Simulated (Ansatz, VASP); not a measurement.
# SnSe in VASP and in Ansatz

Contents of INCAR:

```
SYSTEM = SnSe
ALGO = Normal
EDIFF = 1E-7
ENCUT = 520
GGA = CA
ISIF = 2
ISMEAR = 0
LASPH = .TRUE.
LCHARG = .FALSE.
LREAL = .FALSE.
LWAVE = .FALSE.
NBANDS = 17
NELM = 60
PREC = Accurate
SIGMA = 0.05
```

KPOINTS

```
k-points
0
G
  10 10 10
  0 0 0
```

The input POSCAR:

```
SnSe
1.0
    0.0000000000      2.7579435845      3.5853266598
    2.7579435845      0.0000000000      3.5853266598
    2.7579435845      2.7579435845      0.0000000000
Sn Se
1 1
Direct
    0.0000000000      0.0000000000      0.0000000000
    0.5000000000      0.5000000000      0.5000000000
```

Input for Ansatz:

```yaml
crystal:
  lattice:
    - [0.0, 2.7579435845, 3.5853266598]
    - [2.7579435845, 0.0, 3.5853266598]
    - [2.7579435845, 2.7579435845, 0.0]
  atoms:
    - { symbol: Sn, position: [0.0, 0.0, 0.0] }
    - { symbol: Se, position: [0.5, 0.5, 0.5] }
basis:
  ecutwfc: 420
kpoints:
  mp_grid: { grid: [10, 10, 10] }
hamiltonian:
  xc: lda
scf:
  occupations: { method: gaussian, width: 0.05 }
output:
  forces: true
  stress: true
  eigenvalues: true
```

Alike in both runs: task single point; functional LDA; k mesh 10 × 10 × 10; occupations gaussian, width 0.05 eV; no spin polarisation.

```csv
,VASP,Ansatz
version,VASP 6.6.1,Ansatz 0.2.0
potentials or method,"VASP PAW LDA potentials, release 64 (Sn_d, Se)","scalar-relativistic, plane waves, PAW"
plane-wave cutoff (eV),520,420
valence electrons in the cell,20,30
```

Ansatz gave:

```
gap on the k mesh at the Fermi level (eV)       : none
pressure (GPa)                                  : 4.1
largest component of the traceless stress (GPa) : 11.26
```

Q: What did VASP give for the same quantities?

A: gap on the k mesh at the Fermi level (eV): none; pressure (GPa): 4.1; largest component of the traceless stress (GPa): 11.35.

A gap of «none» marks a metal or a gap that the smearing closes. The two sets of potentials don't hold the same shells in valence.
